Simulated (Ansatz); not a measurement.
CdO (Monteponite):

```
CELL_PARAMETERS angstrom
0.00000 2.34950 2.34950
2.34950 0.00000 2.34950
2.34950 2.34950 0.00000
ATOMIC_POSITIONS crystal
Cd 0.00000 0.00000 0.00000
O 0.50000 0.50000 0.50000
```

| Property | Result |
| --- | --- |
| Program | Ansatz 0.2.0 |
| Task | relaxation of cell and atoms |
| Functional | BLYP |
| Dispersion | D3(BJ) |
| Potentials or basis | Ansatz PAW |
| Cutoff | 420 eV (not typed: the program's choice for these potentials) |
| k mesh | 10 × 10 × 10 |
| Occupations | fermi-dirac, width 0.05 eV |
| Spin | no spin polarisation |

At the start: volume 12.97 Å³/atom.

**Question.** Where does the relaxation end?

**Answer.** It ends after 6 steps and the volume is 13.34 Å³/atom (+2.9 %); space group Fm-3m (No. 225, to 0.05 Å).

The path:
| step | energy change (eV) | largest force (eV/Å) | volume (Å³) |
| --- | --- | --- | --- |
| 1 | 0.0000 | 0.0000 | 25.94 |
| 2 | -0.0048 | 0.0000 | 26.81 |
| 3 | -0.0058 | 0.0000 | 26.66 |
| 4 | -0.0089 | 0.0000 | 26.66 |
| 5 | -0.0088 | 0.0000 | 26.68 |
| 6 | -0.0089 | 0.0000 | 26.68 |

Final structure:
```yaml
crystal:
  lattice:
    - [0.00000, 2.37173, 2.37173]
    - [2.37173, 0.00000, 2.37173]
    - [2.37173, 2.37173, 0.00000]
  atoms:
    - { symbol: Cd, position: [0.00000, 0.00000, 0.00000] }
    - { symbol: O, position: [0.50000, 0.50000, 0.50000] }
```

Caveat: the plane-wave basis is chosen anew once the cell has moved, so the energies of steps on either side of that aren't comparable; the pressure holds a Pulay correction of +0.6 GPa for the finite cutoff; the PAW data sets come from PBE, with cores solved anew for the run's functional, which leaves a small shift of forces and pressure.
